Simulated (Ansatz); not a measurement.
**Ligand exchange: C3H5Br + SiH3(CH3) → C4H8 + SiH3Br**

Species: C3H5Br (allyl bromide) `C=CCBr`, singlet; SiH3(CH3) (methylsilane), singlet; C4H8 (1-butene) `C=CCC`, singlet; SiH3Br `[SiH3]Br`, singlet. The partners trade Br for CH3: C–Br and Si–CH3 bonds give way to C–CH3 and Si–Br.

Shapes, held fixed at every level: PBE0-D4/def2-TZVP. Flexible molecules stand in one conformer, not always the lowest. Programs: Ansatz 0.2.0. The zero-point and thermal change to 298 K, harmonic and unscaled (PBE0-D4/def2-TZVP), is +4.9 kJ/mol.

| level | kind | ΔH(298 K) (kJ/mol) | less CCSD(T)/def2-TZVPP |
| --- | --- | --- | --- |
| HF/def2-TZVPP | Hartree–Fock | -106.9 | -14.7 |
| r2SCAN-D4/def2-TZVPP | meta-GGA | -92.5 | -0.3 |
| B3LYP-D4/def2-TZVPP | global hybrid | -89.8 | +2.4 |
| PBE0-D4/def2-TZVPP | global hybrid | -94.4 | -2.2 |
| r2SCAN0-D4/def2-TZVPP | global hybrid | -97.8 | -5.6 |
| MP2/def2-TZVPP | perturbation theory | -94.8 | -2.6 |
| CCSD/def2-TZVPP | coupled cluster or CI | -95.1 | -2.9 |
| CCSD(T)/def2-TZVPP | coupled cluster or CI | -92.2 | 0.0 |

The highest level, CCSD(T)/def2-TZVPP, gives ΔH(298 K) = -92.2 kJ/mol; the levels span -106.9 to -89.8. The column of differences is taken from that level and isn't an error. No measured value is set beside it here. Relativity is left out for Br unless named. Correlated rows may include outer-core shells of Br, which these sets cover unevenly.

The exchange is clearly exothermic at every level, and the thermal term of +4.9 kJ/mol is too small to alter that, so the driving force is electronic. It comes mainly from where bromine ends up. Silicon is more electropositive than carbon, so the Si–Br bond gains more from charge transfer and ionic attraction than the C–Br bond it replaces, while methyl trades its bond to silicon for a weaker one to the allylic carbon, which offsets part of that gain. Allylic resonance contributes little, because both the broken C–Br bond and the new C–CH3 bond would release the same allyl radical.

Hartree–Fock exaggerates the exothermicity by 14.7 kJ/mol relative to CCSD(T), probably because without correlation it favours the more ionic Si–Br bond. MP2 already removes most of this excess. The remaining correlated and density-functional values lie close enough together to support the sign and approximate size of the reaction enthalpy, but not a fine ranking of the functionals. A favourable enthalpy also leaves open whether the exchange has an accessible pathway.
